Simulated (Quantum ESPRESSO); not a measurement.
# GaAs (F-43m) in Quantum ESPRESSO: equation of state

How stiff is GaAs in PBE, and what volume does it want? The cell is scaled to several volumes.

Everything below comes from runs of Quantum ESPRESSO 7.5. Logs are shortened: lines on timing, memory, paths and dates and some standing lists are left out, and cuts for length are marked.

### 1 The structure

Symmetry: F-43m, No. 216, cubic system. Conventional cell: a = 5.654 Å, b = 5.654 Å, c = 5.654 Å, α = 90.00°, β = 90.00°, γ = 90.00°. Around As (site symmetry -43m) lie 4 Ga at 2.45 Å. Around Ga (site symmetry -43m) lie 4 As at 2.45 Å.

### 2 Single point, PBE, 21.23 Å³/atom

The input, pw.in:

```
&CONTROL
  calculation = 'scf'
  prefix = 'pwscf'
  outdir = './tmp'
  pseudo_dir = './pseudo'
  tprnfor = .true.
  tstress = .true.
  disk_io = 'nowf'
/
&SYSTEM
  ibrav = 0
  nat = 2
  ntyp = 2
  ecutwfc = 70
  ecutrho = 560
  nbnd = 15
  occupations = 'smearing'
  smearing = 'fd'
  degauss = 0.00367493
/
&ELECTRONS
  conv_thr = 4d-10
  electron_maxstep = 120
  mixing_beta = 0.5
/
ATOMIC_SPECIES
As    74.9216 As.pbe-n-rrkjus_psl.0.2.UPF
Ga    69.7230 Ga.pbe-dn-kjpaw_psl.1.0.0.UPF
CELL_PARAMETERS angstrom
   0.0000000000    2.7691429914    2.7691429914
   2.7691429914    0.0000000000    2.7691429914
   2.7691429914    2.7691429914    0.0000000000
ATOMIC_POSITIONS crystal
As     0.7500000000    0.7500000000    0.7500000000
Ga     0.0000000000    0.0000000000    0.0000000000
K_POINTS automatic
8 8 8 0 0 0
```

Potentials or basis: SSSP 1.3 efficiency PBE.

Command:

```console
$ OMP_NUM_THREADS=1 pw.x -in pw.in > pw.out
```

pw.out:

```text
This program is part of the open-source Quantum ESPRESSO suite
     for quantum simulation of materials; please cite
         "P. Giannozzi et al., J. Phys.:Condens. Matter 21 395502 (2009);
         "P. Giannozzi et al., J. Phys.:Condens. Matter 29 465901 (2017);
         "P. Giannozzi et al., J. Chem. Phys. 152 154105 (2020);
     in publications or presentations arising from this work. More details at

     file Ga.pbe-dn-kjpaw_psl.1.0.0.UPF: wavefunction(s)  4S renormalized
     Message from routine setup:
     using ibrav=0 with symmetry is DISCOURAGED, use correct ibrav instead

     Subspace diagonalization in iterative solution of the eigenvalue problem:
     a serial algorithm will be used

     G-vector sticks info
     --------------------
     sticks:   dense  smooth     PW     G-vecs:    dense   smooth      PW
     Sum        2107    1057    313                64071    22659    3695

     Using Slab Decomposition

     bravais-lattice index     =            0
     lattice parameter (alat)  =       7.4005  a.u.
     unit-cell volume          =     286.5911 (a.u.)^3
     number of atoms/cell      =            2
     number of atomic types    =            2
     number of electrons       =        18.00
     number of Kohn-Sham states=           15
     kinetic-energy cutoff     =      70.0000  Ry
     charge density cutoff     =     560.0000  Ry
     scf convergence threshold =      4.0E-10
     mixing beta               =       0.5000
     number of iterations used =            8  plain     mixing
     Exchange-correlation= SLA  PW   PBX  PBC
                           (   1   4   3   4   0   0   0)

     celldm(1)=   7.400469  celldm(2)=   0.000000  celldm(3)=   0.000000
     celldm(4)=   0.000000  celldm(5)=   0.000000  celldm(6)=   0.000000

     crystal axes: (cart. coord. in units of alat)
               a(1) = (   0.000000   0.707107   0.707107 )
               a(2) = (   0.707107   0.000000   0.707107 )
               a(3) = (   0.707107   0.707107   0.000000 )

     reciprocal axes: (cart. coord. in units 2 pi/alat)
               b(1) = ( -0.707107  0.707107  0.707107 )
               b(2) = (  0.707107 -0.707107  0.707107 )
               b(3) = (  0.707107  0.707107 -0.707107 )

     PseudoPot. # 1 for As read from file:
     As.pbe-n-rrkjus_psl.0.2.UPF
     Pseudo is Ultrasoft + core correction, Zval =  5.0
     Generated using "atomic" code by A. Dal Corso  v.5.0.99 svn rev. 10869
     Using radial grid of 1209 points,  4 beta functions with:
                l(1) =   0
                l(2) =   0
                l(3) =   1
                l(4) =   1
     Q(r) pseudized with 0 coefficients

     PseudoPot. # 2 for Ga read from file:
     Ga.pbe-dn-kjpaw_psl.1.0.0.UPF
     Pseudo is Projector augmented-wave + core cor, Zval = 13.0
     Generated using "atomic" code by A. Dal Corso  v.5.1
     Shape of augmentation charge: PSQ
     Using radial grid of 1205 points,  6 beta functions with:
                l(1) =   0
                l(2) =   0
                l(3) =   1
                l(4) =   1
                l(5) =   2
                l(6) =   2
     Q(r) pseudized with 0 coefficients

     atomic species   valence    mass     pseudopotential
     As                5.00    74.92160     As( 1.00)
     Ga               13.00    69.72300     Ga( 1.00)

     24 Sym. Ops. (no inversion) found

   Cartesian axes

     site n.     atom                  positions (alat units)
         1        As     tau(   1) = (   1.0606602   1.0606602   1.0606602  )
         2        Ga     tau(   2) = (   0.0000000   0.0000000   0.0000000  )

     number of k points=    29  Fermi-Dirac smearing, width (Ry)=  0.0037
                       cart. coord. in units 2pi/alat
        k(    1) = (   0.0000000   0.0000000   0.0000000), wk =   0.0039062
        k(    2) = (   0.0883883   0.0883883  -0.0883883), wk =   0.0312500
        k(    3) = (   0.1767767   0.1767767  -0.1767767), wk =   0.0312500
        k(    4) = (   0.2651650   0.2651650  -0.2651650), wk =   0.0312500
        k(    5) = (  -0.3535534  -0.3535534   0.3535534), wk =   0.0156250
        k(    6) = (   0.1767767   0.0000000   0.0000000), wk =   0.0234375
[... 21 lines left out ...]
        k(   28) = (  -0.7071068   0.1767767   0.0000000), wk =   0.0468750
        k(   29) = (  -0.7071068   0.3535534   0.0000000), wk =   0.0234375

     Dense  grid:    64071 G-vectors     FFT dimensions: (  60,  60,  60)

     Smooth grid:    22659 G-vectors     FFT dimensions: (  40,  40,  40)

     Initial potential from superposition of free atoms

     starting charge      17.9968, renormalised to      18.0000
     Starting wfcs are   13 randomized atomic wfcs +    2 random wfcs
     Checking if some PAW data can be deallocated...

     Self-consistent Calculation

     iteration #  1     ecut=    70.00 Ry     beta= 0.50
     Davidson diagonalization with overlap
     ethr =  1.00E-02,  avg # of iterations =  5.9

     Threshold (ethr) on eigenvalues was too large:
     Diagonalizing with lowered threshold

     Davidson diagonalization with overlap
     ethr =  2.50E-04,  avg # of iterations =  6.9

     total energy              =    -296.15804183 Ry
     estimated scf accuracy    <       0.05138649 Ry

     iteration #  2     ecut=    70.00 Ry     beta= 0.50
     Davidson diagonalization with overlap
     ethr =  2.85E-04,  avg # of iterations =  2.0
[... 11 lines left out ...]
     iteration #  4     ecut=    70.00 Ry     beta= 0.50
     Davidson diagonalization with overlap
     ethr =  1.40E-05,  avg # of iterations =  2.9

     total energy              =    -296.16799567 Ry
     estimated scf accuracy    <       0.00042018 Ry

     iteration #  5     ecut=    70.00 Ry     beta= 0.50
     Davidson diagonalization with overlap
     c_bands:  1 eigenvalues not converged
     c_bands:  1 eigenvalues not converged
     ethr =  2.33E-06,  avg # of iterations =  6.8

     total energy              =    -296.16813804 Ry
     estimated scf accuracy    <       0.00006817 Ry

     iteration #  6     ecut=    70.00 Ry     beta= 0.50
     Davidson diagonalization with overlap
     ethr =  3.79E-07,  avg # of iterations =  3.9

     total energy              =    -296.16815477 Ry
     estimated scf accuracy    <       0.00000041 Ry
[... 33 lines left out ...]
     total energy              =    -296.16815871 Ry
     estimated scf accuracy    <          2.0E-09 Ry

     iteration # 12     ecut=    70.00 Ry     beta= 0.50
     Davidson diagonalization with overlap
     ethr =  1.09E-11,  avg # of iterations =  5.0

     End of self-consistent calculation

          k = 0.0000 0.0000 0.0000 (  2741 PWs)   bands (ev):

    -7.4210  -7.4210  -7.4210  -7.3268  -7.3268  -5.6978   7.4902   7.4902
     7.4902   8.5022  11.2352  11.2352  11.2352  15.3823  17.8110

          k = 0.0884 0.0884-0.0884 (  2809 PWs)   bands (ev):

    -7.4396  -7.4167  -7.4167  -7.3269  -7.3269  -5.4973   5.5464   7.2290
     7.2290   9.4043  11.6156  11.6156  11.8275  16.3553  16.8947

          k = 0.1768 0.1768-0.1768 (  2842 PWs)   bands (ev):
[... 6 lines left out ...]
    -7.5107  -7.3999  -7.3999  -7.3230  -7.3230  -4.1804   1.3285   6.3843
     6.3843   8.7988  12.2092  12.2092  15.3542  16.8572  17.9520

          k =-0.3536-0.3536 0.3536 (  2824 PWs)   bands (ev):

    -7.5230  -7.3976  -7.3976  -7.3210  -7.3210  -3.7360   0.4978   6.2538
     6.2538   8.6685  12.1384  12.1384  15.3672  18.4238  19.8092

          k = 0.1768 0.0000 0.0000 (  2806 PWs)   bands (ev):

    -7.4492  -7.4125  -7.4125  -7.3306  -7.3242  -5.4310   5.5767   6.7623
     6.7623  10.1857  10.6241  12.2876  12.2876  15.5946  16.7428

          k = 0.2652 0.0884-0.0884 (  2827 PWs)   bands (ev):

    -7.4793  -7.4045  -7.4026  -7.3335  -7.3219  -4.9909   3.8003   6.2328
     6.2333  10.1974  11.0738  13.0746  13.1576  15.5358  17.9389

          k = 0.3536 0.1768-0.1768 (  2821 PWs)   bands (ev):
[... 11 lines left out ...]
    -7.5206  -7.3953  -7.3939  -7.3246  -7.3233  -3.8168   0.9646   4.9885
     6.2075   9.7875  12.0634  12.6009  15.5523  17.4518  17.5044

          k =-0.0884-0.2652 0.2652 (  2840 PWs)   bands (ev):

    -7.4974  -7.4016  -7.3992  -7.3292  -7.3234  -4.5388   2.4890   5.2147
     6.7073  10.0372  12.3057  12.3227  13.8526  15.8958  17.5579

          k = 0.0000-0.1768 0.1768 (  2834 PWs)   bands (ev):

    -7.4645  -7.4117  -7.4075  -7.3295  -7.3248  -5.1770   4.3241   5.9920
     7.1879  10.0952  11.6598  11.7468  13.0758  15.8221  16.9289

          k = 0.3536 0.0000 0.0000 (  2826 PWs)   bands (ev):

    -7.5022  -7.3913  -7.3913  -7.3418  -7.3180  -4.6841   3.3596   5.6460
     5.6460   9.4178  10.9229  14.3491  14.3491  15.2068  18.8865

          k = 0.4419 0.0884-0.0884 (  2831 PWs)   bands (ev):

    -7.5245  -7.3836  -7.3812  -7.3449  -7.3155  -4.0825   2.0812   4.8693
     5.2927   9.5684  10.9121  14.1575  14.9490  17.4592  19.6749

          k =-0.1768-0.5303 0.5303 (  2843 PWs)   bands (ev):

    -7.5353  -7.3842  -7.3773  -7.3403  -7.3168  -3.4260   0.9600   3.9962
     5.2760   9.6807  12.3945  13.9081  14.6473  18.3280  19.9336

          k =-0.0884-0.4419 0.4419 (  2835 PWs)   bands (ev):

    -7.5325  -7.3880  -7.3802  -7.3324  -7.3229  -3.3154   0.8111   3.5475
     5.5970   9.9320  13.1816  14.1068  15.1407  16.3641  17.4529

          k = 0.0000-0.3536 0.3536 (  2840 PWs)   bands (ev):

    -7.5182  -7.3927  -7.3897  -7.3286  -7.3259  -3.8915   1.6519   3.8422
     6.1631  10.3559  13.2949  13.3037  13.5580  15.9779  18.2561

          k = 0.5303 0.0000 0.0000 (  2830 PWs)   bands (ev):

    -7.5434  -7.3692  -7.3692  -7.3544  -7.3118  -3.6226   1.3900   4.8638
     4.8638   8.8521   9.7531  16.6316  16.6316  17.4082  20.1782

          k =-0.0884-0.6187 0.6187 (  2840 PWs)   bands (ev):

    -7.5509  -7.3689  -7.3646  -7.3529  -7.3120  -3.0992   0.6792   4.1083
     4.7728   9.1098  10.1564  16.4027  16.8584  18.7895  20.3872

          k = 0.0000-0.5303 0.5303 (  2854 PWs)   bands (ev):

    -7.5450  -7.3777  -7.3684  -7.3441  -7.3173  -2.9501   0.5772   3.2960
     5.0409   9.3979  12.2652  15.8276  15.8644  16.5272  18.2927

          k =-0.7071 0.0000 0.0000 (  2874 PWs)   bands (ev):

    -7.5584  -7.3599  -7.3599  -7.3599  -7.3093  -2.9156   0.3716   4.5899
     4.5899   8.8222   9.0901  18.2138  18.2138  19.0816  21.3149

          k = 0.3536 0.1768 0.0000 (  2835 PWs)   bands (ev):

    -7.5047  -7.3958  -7.3923  -7.3369  -7.3196  -4.4687   2.6973   4.8807
     6.0787  10.6497  11.2162  12.8761  14.0488  16.2073  18.7810

          k =-0.2652-0.4419 0.6187 (  2835 PWs)   bands (ev):

    -7.5244  -7.3915  -7.3841  -7.3350  -7.3198  -3.7640   1.3718   4.1971
     5.5999  10.7590  11.7511  13.1403  14.6300  17.3335  18.7273

          k =-0.1768-0.3536 0.5303 (  2838 PWs)   bands (ev):
[... 6 lines left out ...]
    -7.5387  -7.3789  -7.3722  -7.3465  -7.3150  -3.4896   1.2352   4.1888
     4.7930  10.1221  10.7578  13.9865  16.5545  17.9304  19.8033

          k =-0.0884-0.4419 0.6187 (  2838 PWs)   bands (ev):

    -7.5417  -7.3821  -7.3694  -7.3413  -7.3188  -3.0293   0.6875   3.5162
     4.6000  10.5216  12.3695  13.5449  15.6427  17.3076  20.1850

          k = 0.0000-0.3536 0.5303 (  2834 PWs)   bands (ev):

    -7.5358  -7.3870  -7.3735  -7.3362  -7.3221  -3.1902   0.8743   3.3607
     4.9714  10.9324  12.8702  13.1072  15.4839  16.5409  18.2571

          k =-0.7071 0.1768 0.0000 (  2842 PWs)   bands (ev):

    -7.5512  -7.3708  -7.3651  -7.3492  -7.3138  -2.8783   0.4694   4.0824
     4.1729  10.0009  10.2833  15.9955  16.1930  19.0756  20.2680

          k =-0.7071 0.3536 0.0000 (  2832 PWs)   bands (ev):

    -7.5431  -7.3827  -7.3665  -7.3400  -7.3207  -2.8400   0.5816   3.6534
     3.8409  12.2424  12.4102  13.1354  13.5660  19.1403  20.2346

     the Fermi energy is     8.0205 ev

!    total energy              =    -296.16815871 Ry
     estimated scf accuracy    <          2.2E-10 Ry
     smearing contrib. (-TS)   =      -0.00000003 Ry
     internal energy E=F+TS    =    -296.16815868 Ry

     The total energy is F=E-TS. E is the sum of the following terms:
     one-electron contribution =    -116.53697235 Ry
     hartree contribution      =      74.13694023 Ry
     xc contribution           =     -47.51181890 Ry
     ewald contribution        =     -94.94838126 Ry
     one-center paw contrib.   =    -111.30792641 Ry

     convergence has been achieved in  12 iterations

     Forces acting on atoms (cartesian axes, Ry/au):

     atom    1 type  1   force =    -0.00000000    0.00000000    0.00000000
     atom    2 type  2   force =    -0.00000000   -0.00000000   -0.00000000

     Total force =     0.000000     Total SCF correction =     0.000000

     Computing stress (Cartesian axis) and pressure

          total   stress  (Ry/bohr**3)                   (kbar)     P=       87.70
   0.00059617  -0.00000000  -0.00000000           87.70       -0.00       -0.00
   0.00000000   0.00059617   0.00000000            0.00       87.70        0.00
   0.00000000   0.00000000   0.00059617            0.00        0.00       87.70

=------------------------------------------------------------------------------=
   JOB DONE.
=------------------------------------------------------------------------------=
```

Run time: 27 s. Hardware: 1 thread of Intel Xeon 6975P-C (Granite Rapids), shared host; peak memory 0.29 GiB.

Results:

```yaml
Free_energy: -4029.5731 eV
Pressure: 8.8 GPa
Band_gap_on_the_k_mesh: 1.01 eV, direct
```

### 3 Single point, PBE, 21.69 Å³/atom

Edit pw.in of step 2 so:

```diff
@@ -29,5 +29,5 @@
 CELL_PARAMETERS angstrom
-   0.0000000000    2.7691429914    2.7691429914
-   2.7691429914    0.0000000000    2.7691429914
-   2.7691429914    2.7691429914    0.0000000000
+   0.0000000000    2.7886446409    2.7886446409
+   2.7886446409    0.0000000000    2.7886446409
+   2.7886446409    2.7886446409    0.0000000000
 ATOMIC_POSITIONS crystal
```

Potentials or basis: SSSP 1.3 efficiency PBE.

Command:

```console
$ OMP_NUM_THREADS=1 pw.x -in pw.in > pw.out
```

Run time: 27 s. Hardware: 1 thread of Intel Xeon 6975P-C (Granite Rapids), shared host; peak memory 0.3 GiB.

Results (log left out):

| Item | Value |
| --- | --- |
| Free energy | -4029.6175 eV |
| Pressure | 6.8 GPa |
| Band gap on the k mesh | 0.85 eV, direct |

### 4 Single point, PBE, 22.14 Å³/atom

Edit pw.in of step 3 so:

```diff
@@ -29,5 +29,5 @@
 CELL_PARAMETERS angstrom
-   0.0000000000    2.7886446409    2.7886446409
-   2.7886446409    0.0000000000    2.7886446409
-   2.7886446409    2.7886446409    0.0000000000
+   0.0000000000    2.8078772807    2.8078772807
+   2.8078772807    0.0000000000    2.8078772807
+   2.8078772807    2.8078772807    0.0000000000
 ATOMIC_POSITIONS crystal
```

Command:

```console
$ OMP_NUM_THREADS=1 pw.x -in pw.in > pw.out
```

It took 27 s on 1 thread of Intel Xeon 6975P-C (Granite Rapids), shared host; peak memory 0.31 GiB.

It converged, with:

```yaml
Free_energy: -4029.6511 eV
Pressure: 4.9 GPa
Band_gap_on_the_k_mesh: 0.69 eV, direct
```

### 5 Single point, PBE, 22.59 Å³/atom

Edit pw.in of step 4 so:

```diff
@@ -29,5 +29,5 @@
 CELL_PARAMETERS angstrom
-   0.0000000000    2.8078772807    2.8078772807
-   2.8078772807    0.0000000000    2.8078772807
-   2.8078772807    2.8078772807    0.0000000000
+   0.0000000000    2.8268500000    2.8268500000
+   2.8268500000    0.0000000000    2.8268500000
+   2.8268500000    2.8268500000    0.0000000000
 ATOMIC_POSITIONS crystal
```

Command:

```console
$ OMP_NUM_THREADS=1 pw.x -in pw.in > pw.out
```

It took 35 s on 1 thread of Intel Xeon 6975P-C (Granite Rapids), shared host; peak memory 0.31 GiB.

The run converged. Its results:

```
Free energy            : -4029.6750 eV
Pressure               : 3.3 GPa
Band gap on the k mesh : 0.53 eV, direct
```

### 6 Single point, PBE, 23.04 Å³/atom

Edit pw.in of step 5 so:

```diff
@@ -29,5 +29,5 @@
 CELL_PARAMETERS angstrom
-   0.0000000000    2.8268500000    2.8268500000
-   2.8268500000    0.0000000000    2.8268500000
-   2.8268500000    2.8268500000    0.0000000000
+   0.0000000000    2.8455714065    2.8455714065
+   2.8455714065    0.0000000000    2.8455714065
+   2.8455714065    2.8455714065    0.0000000000
 ATOMIC_POSITIONS crystal
```

Potentials or basis: SSSP 1.3 efficiency PBE.

Command:

```console
$ OMP_NUM_THREADS=1 pw.x -in pw.in > pw.out
```

Wall time 38 s (1 thread of Intel Xeon 6975P-C (Granite Rapids), shared host); peak memory 0.31 GiB.

The run converged. Its results:

| Item | Value |
| --- | --- |
| Free energy | -4029.6903 eV |
| Pressure | 1.9 GPa |
| Band gap on the k mesh | 0.39 eV, direct |

[end of part 1 of 2]
